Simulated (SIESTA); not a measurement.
The system is Ti.

```
Ti
1.0
     4.56737    0.00000    0.00000
    -2.28369    3.95546    0.00000
     0.00000    0.00000    2.82624
Ti
3
Cartesian
  2.2837 1.3185 1.4131
  0.0000 2.6370 1.4131
  0.0000 0.0000 0.0000
```

This isn't the form of Ti at room conditions, which is hcp.

Base run:

| Item | Value |
| --- | --- |
| Program | SIESTA 5.4.2 |
| Functional | PBEsol |
| Potentials or basis | PseudoDojo 0.4 standard (PBEsol files) |
| Basis | DZP (energy shift 0.003 Ry; two zetas on semicore shells) |
| Grid cutoff | 800 Ry |
| Energy shift | 0.003 Ry |
| k mesh | 7 × 7 × 9 |
| Occupations | fermi-dirac, width 0.05 eV |
| Spin | no spin polarisation |

Its results: band gap on the k mesh none (metal or under the smearing width); pressure -3.3 GPa.

Problem. The run is repeated on the same cell with these changes: functional from PBEsol to PBE; potentials or basis from PseudoDojo 0.4 standard (PBEsol files) to PseudoDojo 0.4 standard (PBE files). What comes out?

Solution. Band gap on the k mesh none (metal or under the smearing width); pressure 1.2 GPa.

Caveats: the basis of atomic orbitals isn't converged, which shifts pressures, moduli and gaps.
